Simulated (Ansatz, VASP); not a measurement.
# Cross-check of KCl (Sylvite) between VASP and Ansatz, part 2 of 2

One calculation is typed for both programs; each brings its own data sets and cutoff. How far apart do they land? The cell is taken from a series of VASP runs on this material, whose earlier steps may have relaxed, scaled or displaced it; both programs get it as it stands.

VASP 6.6.1 and Ansatz 0.2.0.

So far. Step 3 (VASP: band structure, LDA): The run ends at a pressure of -1.87 GPa.

## Step 5: VASP: band structure, r2SCAN

Level of this step: r2SCAN; plane waves and PAW (K_sv, Cl) (VASP).

The same path points are solved in both programs, so levels can be compared one by one.

Input file INCAR:

```
SYSTEM = KCl
PREC = Accurate
ENCUT = 350
EDIFF = 1E-06
NELM = 100
ISMEAR = 0
SIGMA = 0.03
LREAL = .FALSE.
ALGO = Normal
METAGGA = R2SCAN
LASPH = .TRUE.
NBANDS = 20
LORBIT = 11
LWAVE = .FALSE.
LCHARG = .FALSE.
KPAR = 4
```

Input file POSCAR:

```
KCl
1.0
    0.0000000000      3.1394000000      3.1394000000
    3.1394000000      0.0000000000      3.1394000000
    3.1394000000      3.1394000000      0.0000000000
K Cl
1 1
Direct
    0.0000000000      0.0000000000      0.0000000000
    0.5000000000      0.5000000000      0.5000000000
```

Input file KPOINTS:

```
Automatic mesh
0
Gamma
6 6 6
0 0 0
```

Input file KPOINTS_OPT:

```
Line mode
10
Line-mode
Reciprocal
  0.00000000   0.00000000   0.00000000 GAMMA
  0.50000000   0.00000000   0.50000000 X

  0.50000000   0.00000000   0.50000000 X
  0.50000000   0.25000000   0.75000000 W

  0.50000000   0.25000000   0.75000000 W
  0.37500000   0.37500000   0.75000000 K

  0.37500000   0.37500000   0.75000000 K
  0.00000000   0.00000000   0.00000000 GAMMA

  0.00000000   0.00000000   0.00000000 GAMMA
  0.50000000   0.50000000   0.50000000 L

  0.50000000   0.50000000   0.50000000 L
  0.62500000   0.25000000   0.62500000 U

  0.62500000   0.25000000   0.62500000 U
  0.50000000   0.25000000   0.75000000 W

  0.50000000   0.25000000   0.75000000 W
  0.50000000   0.50000000   0.50000000 L

  0.50000000   0.50000000   0.50000000 L
  0.37500000   0.37500000   0.75000000 K

  0.62500000   0.25000000   0.62500000 U
  0.50000000   0.00000000   0.50000000 X
```

PAW data sets: K_sv and Cl (PBE family, release 64).

On the command line:

```console
$ mpirun -np 4 vasp_std
```

Numbers of over 12 decimals in the logs are rounded to 6 here.

The program printed:

```text
[banner, memory and clock lines left out]
running    4 mpi-ranks, on    1 nodes
[...]
|                                                                             |
|               ----> ADVICE to this user running VASP <----                  |
|                                                                             |
|     You enforced a specific xc type in the INCAR file but a different       |
|     [... a line on the potential file left out ...]
|     I HOPE YOU KNOW WHAT YOU ARE DOING!                                     |
|                                                                             |

 LDA part: xc-table for (None), standard interpolation
 POSCAR, INCAR and KPOINTS ok, starting setup
[...]
entering main loop
       N       E                     dE             d eps       ncg     rms          rms(c)
DAV:   1     0.654225965847E+02    0.65423E+02   -0.53740E+03   640   0.532E+02
DAV:   2    -0.165320714161E+02   -0.81955E+02   -0.77573E+02   800   0.175E+02
[...]
DAV:  11    -0.165008220094E+02   -0.26464E-03   -0.20307E-04   708   0.962E-02    0.503E-03
DAV:  12    -0.165008216640E+02    0.34546E-06   -0.24362E-06   772   0.107E-02
   1 F= -.16500822E+02 E0= -.16500822E+02  d E =-.534148E-22
 Start KPOINTS_OPT (optional k-point list driver)
k-point batch [1-16\100]
       N       E                     dE             ncg
DAV:   1    -0.154600284605E+04   -0.65514E+04      640
DAV:   2    -0.289820692926E+04   -0.13522E+04      800
DAV:   3    -0.296169164257E+04   -0.63485E+02      844
DAV:   4    -0.296401095971E+04   -0.23193E+01      904
DAV:   5    -0.296402871348E+04   -0.17754E-01      848
DAV:   6    -0.296402919168E+04   -0.47820E-03      912
DAV:   7    -0.296402919388E+04   -0.21917E-05      852
DAV:   8    -0.296402919391E+04   -0.32754E-07      524
[...]
k-point batch [97-100\100]
       N       E                     dE             ncg
DAV:   1     0.470333552559E+04   -0.22424E+04      160
DAV:   2     0.436258770557E+04   -0.34075E+03      208
DAV:   3     0.434681734920E+04   -0.15770E+02      216
DAV:   4     0.434637877045E+04   -0.43858E+00      220
DAV:   5     0.434637519826E+04   -0.35722E-02      196
DAV:   6     0.434637513126E+04   -0.67004E-04      224
DAV:   7     0.434637513096E+04   -0.29816E-06      192
```

Parts of OUTCAR (step 5):

```text
  Total        0.0333137      0.0333137      0.0333137     -0.0000000     -0.0000000     -0.0000000
  in kB        0.8625093      0.8625093      0.8625093     -0.0000000     -0.0000000     -0.0000000
  external PRESSURE =       0.8625093 kB  Pullay stress =       0.0000000 kB

 POSITION                                       TOTAL-FORCE (eV/Angst)
 -----------------------------------------------------------------------------------
      0.00000      0.00000      0.00000        -0.000000     -0.000000     -0.000000
      3.13940      3.13940      3.13940         0.000000      0.000000      0.000000
 -----------------------------------------------------------------------------------
    total drift:                                0.000000      0.000000      0.000000

  FREE ENERGIE OF THE ION-ELECTRON SYSTEM (eV)
  ---------------------------------------------------
  free  energy   TOTEN  =       -16.5008216640 eV

  energy  without entropy=      -16.5008216640  energy(sigma->0) =      -16.50082166

[... 2 parts as in an earlier step ...]

[... 1 further part left out ...]
[key lines of the parts left out:]
E-fermi :  -2.0384
```

The run ends at a pressure of 0.09 GPa.

## Step 6: Ansatz: band structure, r2SCAN

The same cell, functional, mesh and smearing now go to Ansatz, which takes its cutoff from its data sets.

The cell is taken from a series of VASP runs on this material, whose earlier steps may have relaxed, scaled or displaced it; both programs get it as it stands.

Input file input.yaml:

```yaml
crystal:
  lattice:
    - [0.0, 3.1394, 3.1394]
    - [3.1394, 0.0, 3.1394]
    - [3.1394, 3.1394, 0.0]
  atoms:
    - { symbol: K, position: [0.0, 0.0, 0.0] }
    - { symbol: Cl, position: [0.5, 0.5, 0.5] }
hamiltonian:
  xc: r2scan
  pseudopotentials: { kind: paw }
kpoints:
  mp_grid: { grid: [6, 6, 6] }
  band_path:
    path:
      - [0.0, 0.0, 0.0]
      - [0.16667, 0.0, 0.16667]
      - [0.33333, 0.0, 0.33333]
      - [0.5, 0.0, 0.5]
      - [0.5, 0.08333, 0.58333]
      - [0.5, 0.19444, 0.69444]
      - [0.5, 0.25, 0.75]
      - [0.45833, 0.29167, 0.75]
      - [0.40278, 0.34722, 0.75]
      - [0.375, 0.375, 0.75]
      - [0.20833, 0.20833, 0.41667]
      - [0.08333, 0.08333, 0.16667]
      - [0.0, 0.0, 0.0]
      - [0.22222, 0.22222, 0.22222]
      - [0.38889, 0.38889, 0.38889]
      - [0.51389, 0.47222, 0.51389]
      - [0.55556, 0.38889, 0.55556]
      - [0.61111, 0.27778, 0.61111]
      - [0.61111, 0.25, 0.63889]
      - [0.56944, 0.25, 0.68056]
      - [0.51389, 0.25, 0.73611]
      - [0.5, 0.27778, 0.72222]
      - [0.5, 0.38889, 0.61111]
      - [0.5, 0.47222, 0.52778]
      - [0.48611, 0.48611, 0.52778]
      - [0.43056, 0.43056, 0.63889]
      - [0.38889, 0.38889, 0.72222]
      - [0.59722, 0.19444, 0.59722]
      - [0.55556, 0.11111, 0.55556]
      - [0.5, 0.0, 0.5]
    npoints: 1
scf:
  occupations: { method: gaussian, width: 0.03 }
  n_extra_bands: 7
output:
  forces: true
  stress: true
  eigenvalues: true
  write_density: true
  write_potential: true
  elf: true
  volumetric_format: npy
```

On the command line:

```console
$ ansatz run input.yaml --threads 2 --pin off --max-ram 4608MiB --backend cpu --events-out ev --progress --plain --runs-dir out
```

The program printed:

```text
[...]
Crystal: 2 atoms, lattice volume = 61.883 Å³
Basis set: ecut = 500 eV, 1591 PW (Γ), exchange–correlation on 144×144×144 points (64 copies of the dense FFT grid, shifted against one another)
Bands: 15, of which v1, the nominal top of the filled ones, is band 8 counted from 1 (7 counted from 0)
Symmetry: 48 space group operations
[...]
k-points: 16 of 216
[...]
k-point 0: bands = [... 4 lower, -10.3912, 0.4790, 0.4790, 0.4790, 6.3288, 9.4954, 9.4954, 9.4954, ... 3 higher]
  k-point 1: bands = [... 4 lower, -10.3334, 0.1685, 0.3927, 0.3927, 6.9676, 9.2804, 9.8548, 9.8548, ... 3 higher]
  k-point 2: bands = [... 4 lower, -10.2238, -0.3526, 0.2287, 0.2287, 8.1600, 9.3551, 10.8342, 10.8342, ... 3 higher]
  k-point 15: bands = [... 4 lower, -10.3445, -0.1027, 0.0543, 0.1154, 8.2487, 10.0002, 10.4502, 11.5483, ... 3 higher]
[key lines of the parts left out:]
SCF converged after 6 iterations
Free energy (F): -2630.472943 eV
Fermi energy:    3.404011 eV
P = ⅓ Tr σ = 0.1326 GPa (1.326 kbar)
```

Elapsed: 4.8 s, on 2 threads of Arm Neoverse N1, shared host; peak memory 0.48 GiB; 9 s of CPU time.

## Step 7: Differences

What differs besides the data sets and the points named for the pairs above, as far as they apply: VASP keeps PBE cores, Ansatz makes them for the functional; the cutoff is 500 eV in Ansatz and 350 eV in VASP. Total energies have different zeros and are not compared.

Both answers:

| quantity | Ansatz | VASP | difference |
| --- | --- | --- | --- |
| pressure (GPa) | 0.13 | 0.09 | +0.05 |
| gap over the path points (eV) | 5.850 | 5.852 | -0.002 |

Levels at points of the path, from each program's valence-band top (eV; 3 filled, then empty):

| k (reciprocal lattice) | Ansatz | VASP |
| --- | --- | --- |
| 0.000 0.000 0.000 | 0.00 0.00 0.00 5.85 9.02 9.02 | 0.00 0.00 0.00 5.85 9.03 9.03 |
| 0.167 0.000 0.167 | -0.41 -0.07 -0.07 6.63 8.29 9.75 | -0.41 -0.07 -0.07 6.64 8.30 9.77 |
| 0.333 0.000 0.333 | -0.71 -0.18 -0.18 7.36 8.12 10.77 | -0.72 -0.18 -0.18 7.37 8.12 10.82 |
| 0.500 0.000 0.500 | -0.67 -0.23 -0.23 7.02 9.22 10.73 | -0.67 -0.23 -0.23 7.02 9.24 10.73 |
| 0.500 0.083 0.583 | -0.65 -0.29 -0.27 7.21 9.45 10.35 | -0.65 -0.29 -0.27 7.22 9.48 10.36 |
| 0.500 0.194 0.694 | -0.55 -0.46 -0.40 8.02 9.21 10.15 | -0.55 -0.46 -0.41 8.03 9.22 10.18 |
| 0.500 0.250 0.750 | -0.49 -0.48 -0.48 8.59 8.59 10.37 | -0.49 -0.48 -0.48 8.60 8.60 10.42 |
| 0.458 0.292 0.750 | -0.53 -0.52 -0.39 8.18 9.05 10.29 | -0.53 -0.52 -0.39 8.19 9.07 10.33 |
| 0.403 0.347 0.750 | -0.57 -0.55 -0.30 7.84 9.59 10.22 | -0.57 -0.55 -0.30 7.85 9.60 10.26 |
| 0.375 0.375 0.750 | -0.57 -0.55 -0.29 7.80 9.68 10.22 | -0.57 -0.55 -0.29 7.81 9.69 10.25 |

Among the levels compared at these points, filled levels agree within 4 meV and empty ones within 53 meV. Ansatz's pressure holds a Pulay correction of 0.01 GPa; VASP's holds none.

## Step 8: Ansatz: dielectric response, LDA

The response to a field tests empty states and converges slowly with the mesh.

The cell is taken from a series of VASP runs on this material, whose earlier steps may have relaxed, scaled or displaced it; both programs get it as it stands.

Input file input.yaml:

```yaml
crystal:
  lattice:
    - [0.0, 3.1394, 3.1394]
    - [3.1394, 0.0, 3.1394]
    - [3.1394, 3.1394, 0.0]
  atoms:
    - { symbol: K, position: [0.0, 0.0, 0.0] }
    - { symbol: Cl, position: [0.5, 0.5, 0.5] }
hamiltonian:
  xc: lda
  pseudopotentials: { kind: paw }
kpoints:
  mp_grid: { grid: [8, 8, 8] }
scf:
  occupations: { method: fixed }
dielectric:
  method: response
```

The program printed:

```text
[...]
Crystal: 2 atoms, lattice volume = 61.883 Å³
Basis set: ecut = 420 eV, 1243 PW (Γ), exchange–correlation on 60×60×60 points (8 copies of the dense FFT grid, shifted against one another)
Bands: 12, of which v1, the nominal top of the filled ones, is band 8 counted from 1 (7 counted from 0)
Symmetry: 48 space group operations
k-points: 59 of 512 (irreducible under 8 space group operations, time reversal used)
[...]
Born effective charges Z* (e; rows j = field, columns β = displacement):
    site 0:
         1.12180    0.00000   -0.00000
        -0.00000    1.12180   -0.00000
        -0.00000   -0.00000    1.12180
    site 1:
        -1.12180   -0.00000    0.00000
         0.00000   -1.12180    0.00000
         0.00000    0.00000   -1.12180
  Z* charge neutrality: 2.751e-5 e pre-enforcement
  k-mesh period / interband length: 35.5 Å / 1.26 Å = 28.29 at k = (0.0000, 0.0000, 0.0000), direct gap 4.765 eV — 14 or more, which is no proof of convergence
[key lines of the parts left out:]
SCF converged after 7 iterations
Free energy (F): -2544.254654 eV
Fermi energy:    0.632541 eV
```

Wall time 11 s (2 threads); peak memory 0.37 GiB; 21 s of CPU time.

## Step 9: VASP: dielectric response, LDA

The same cell, functional (in two slightly different forms) and mesh now go to VASP, with its own data sets and cutoff.

Input file INCAR:

```
SYSTEM = KCl
PREC = Accurate
ENCUT = 350
EDIFF = 1E-08
NELM = 100
ISMEAR = 0
SIGMA = 0.01
LREAL = .FALSE.
ALGO = Normal
GGA = CA
NBANDS = 14
LORBIT = 11
LWAVE = .FALSE.
LCHARG = .FALSE.
KPAR = 4
LEPSILON = .TRUE.
LPEAD = .TRUE.
```

POSCAR is that of step 5.

Input file KPOINTS:

```
Automatic mesh
0
Gamma
8 8 8
0 0 0
```

The projector-augmented-wave data sets are K_sv and Cl (LDA family, release 64).

On the command line:

```console
$ mpirun -np 4 vasp_std
```

The program printed:

```text
[... set-up lines as in an earlier step ...]
 entering main loop
       N       E                     dE             d eps       ncg     rms          rms(c)
DAV:   1     0.779656135494E+02    0.77966E+02   -0.56303E+03   820   0.749E+02
DAV:   2    -0.299568557147E+01   -0.80961E+02   -0.75957E+02  1086   0.223E+02
DAV:   3    -0.751062389650E+01   -0.45149E+01   -0.44914E+01  1054   0.448E+01
DAV:   4    -0.766879418059E+01   -0.15817E+00   -0.15808E+00  1258   0.838E+00
[...]
DAV:  12    -0.737506759059E+01   -0.48308E-06   -0.17864E-06  1028   0.965E-03    0.290E-03
DAV:  13    -0.737506755922E+01    0.31373E-07   -0.25742E-07  1004   0.392E-03    0.670E-04
DAV:  14    -0.737506756362E+01   -0.44004E-08   -0.18871E-08   956   0.927E-04
   1 F= -.73750676E+01 E0= -.73750676E+01  d E =-.586511E-14
 Linear response reoptimize wavefunctions to high precision
DAV:   1    -0.737506756366E+01   -0.42746E-10   -0.60439E-10   748   0.215E-04
 Linear response to external field (no local field effect), progress :
  Direction:   1
[...]
RMM:  14    -0.263774880713E+00   -0.12037E-06   -0.75251E-07  3122   0.136E-04    0.601E-05
RMM:  15    -0.263774962327E+00   -0.81614E-07   -0.26216E-08  2794   0.978E-05    0.427E-06
 change of polarisation eV/A/(eV/A) component  2 :     0.030     0.480    -0.011
 dielectric tensor                  component  2 :     0.088     2.405    -0.032
 Linear response to external field, progress :
  Direction:   3
       N       E                     dE             d eps       ncg     rms          rms(c)
RMM:   1    -0.279924330221E+00   -0.27992E+00   -0.69078E-01  1714   0.336E+00
RMM:   2    -0.288183325229E+00   -0.82590E-02   -0.29110E-02  1875   0.746E-01    0.123E+00
RMM:   3    -0.251676663649E+00    0.36507E-01   -0.75516E-02  2734   0.125E+00    0.571E-01
RMM:   4    -0.254841431225E+00   -0.31648E-02   -0.29995E-02  3441   0.795E-01    0.188E-01
[...]
RMM:  13    -0.263775431265E+00   -0.30341E-06    0.53073E-07  3721   0.275E-04    0.460E-05
RMM:  14    -0.263775568092E+00   -0.13683E-06   -0.74522E-07  3112   0.141E-04    0.652E-05
RMM:  15    -0.263775642382E+00   -0.74289E-07    0.10964E-07  2711   0.101E-04    0.651E-06
 change of polarisation eV/A/(eV/A) component  3 :    -0.001     0.016     0.480
 dielectric tensor                  component  3 :    -0.004     0.046     2.405
 Born effective charges drift removed
```

From OUTCAR (step 9):

```text
  Total       -0.7122535     -0.7122535     -0.7122535      0.0000000      0.0000000      0.0000000
  in kB      -18.4406064    -18.4406064    -18.4406064      0.0000000      0.0000000      0.0000000
  external PRESSURE =     -18.4406064 kB  Pullay stress =       0.0000000 kB

 POSITION                                       TOTAL-FORCE (eV/Angst)
 -----------------------------------------------------------------------------------
      0.00000      0.00000      0.00000         0.000000      0.000000      0.000000
      3.13940      3.13940      3.13940        -0.000000     -0.000000     -0.000000
 -----------------------------------------------------------------------------------
    total drift:                                0.000000      0.000000      0.000000

 MACROSCOPIC STATIC DIELECTRIC TENSOR (including local field effects in DFT)
 ------------------------------------------------------
           2.404803     0.000000    -0.000000
           0.000000     2.404803    -0.000000
          -0.000000    -0.000000     2.404803
 ------------------------------------------------------

[... 1 part as in an earlier step ...]

[... 1 further part left out ...]
```

## Step 10: Comparison

The two programs side by side:

| quantity | Ansatz | VASP | difference |
| --- | --- | --- | --- |
| ε∞ xx | 2.40 | 2.40 | -0.11 % |
| ε∞ yy | 2.40 | 2.40 | -0.11 % |
| ε∞ zz | 2.40 | 2.40 | -0.11 % |
| Born charge of K1 (mean of the diagonal) (e) | 1.12 | 1.12 | 0.00 |
| Born charge of Cl2 (mean of the diagonal) (e) | -1.12 | -1.12 | 0.00 |

## Step 11: Outcome

- difference in gap over the path points (band structure, LDA): -0.0041 eV
- difference in gap over the path points (band structure, r2SCAN): -0.0019 eV
- difference in ε∞ xx (dielectric response, LDA): -0.11 %

In words: The difference in gap over the path points is -0.0041 eV (band structure, LDA), within the 0.08 eV picked in this series as the mark of a large difference. 2 further runs of this series are not shown here. Such differences can come from data sets, numerical settings and the points named under the comparisons, not from the functional's error against experiment.

[Lines on the potential files, build, host, timing and source positions are cut from VASP's logs without a mark.]

[Logs are printed without paths, hosts, clocks, repeated set-up lines and the standing remarks that a program may print on its own settings, such as how far it seeks lower states.]

[Hosts, paths, dates, database ids (printed as entryN), source tags and the programs' standing remarks are cut or masked in the printed files.]
